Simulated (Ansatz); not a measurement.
# MoS2: the cost of one run

Program: Ansatz 0.2.0. Level of theory: DFT PBE, scalar-relativistic, plane waves, PAW. These are calculated values, not measurements.

## 1. The starting structure

Symmetry: P3m1, No. 156, trigonal system. The conventional cell has a = 3.163 Å, b = 3.163 Å, c = 29.127 Å, α = 90.00°, β = 90.00°, γ = 120.00°. S (site symmetry 3m) has 3 Mo at 2.36 Å as nearest neighbours. Around Mo (site symmetry 3m) lie 6 S at 2.36 Å.

As a file:

```cif
data_structure
_symmetry_space_group_name_H-M 'P 1'
_symmetry_Int_Tables_number 1
_cell_length_a 3.1630
_cell_length_b 3.1630
_cell_length_c 29.1268
_cell_angle_alpha 90.000
_cell_angle_beta 90.000
_cell_angle_gamma 120.000
_cell_volume 252.36
loop_
_atom_site_label
_atom_site_type_symbol
_atom_site_fract_x
_atom_site_fract_y
_atom_site_fract_z
_atom_site_occupancy
S1 S 0.33333 0.66667 0.34333 1
Mo1 Mo 0.66667 0.33333 0.39490 1
S2 S 0.33333 0.66667 0.44644 1
S3 S 0.00000 0.00000 0.55356 1
Mo2 Mo 0.33333 0.66667 0.60513 1
S4 S 0.00000 0.00000 0.65667 1
```

Slab cut from the bulk at the bulk's listed lattice constants, lower half held.

## 2. Relaxing the atoms

input.yaml

```yaml
crystal:
  lattice:
    - [3.16300071, 0.0, 0.0]
    - [-1.58150036, 2.73923897, 0.0]
    - [0.0, 0.0, 29.1268235172]
  atoms:
    - { symbol: S, position: [0.33333333, 0.66666667, 0.3433261438] }
    - { symbol: Mo, position: [0.66666667, 0.33333333, 0.3948955468], spin: 1.0 }
    - { symbol: S, position: [0.33333333, 0.66666667, 0.4464439296] }
    - { symbol: S, position: [0.0, 0.0, 0.5535560704] }
    - { symbol: Mo, position: [0.33333333, 0.66666667, 0.6051254734], spin: 1.0 }
    - { symbol: S, position: [0.0, 0.0, 0.6566738562] }
basis:
  ecutwfc: 420.0
  fft_grid_basis: typed
kpoints:
  mp_grid: { grid: [9, 9, 1] }
hamiltonian:
  xc: pbe
scf:
  occupations: { method: gaussian, width: 0.05 }
output:
  forces: true
  eigenvalues: true
  populations: true
efield:
  axis: 3
  dipole_correction: true
  ramp_width: 0.04
magnetization:
  spin_polarized: true
relax:
  adjacent_minimum: "off"
  f_tol: 0.04
  max_steps: 40
  constraints: [{ sites: [0, 1, 2] }]
```

Command:

```
ansatz run input.yaml --threads 1 --pin off --max-ram 2211MiB --backend cpu --events-out ev --progress --plain --runs-dir out
```

Q: Estimate wall time and peak memory on 1 thread of AMD EPYC 7R43 (Zen 3), shared host.

About 3.1 min, with a peak of 0.6 GiB.
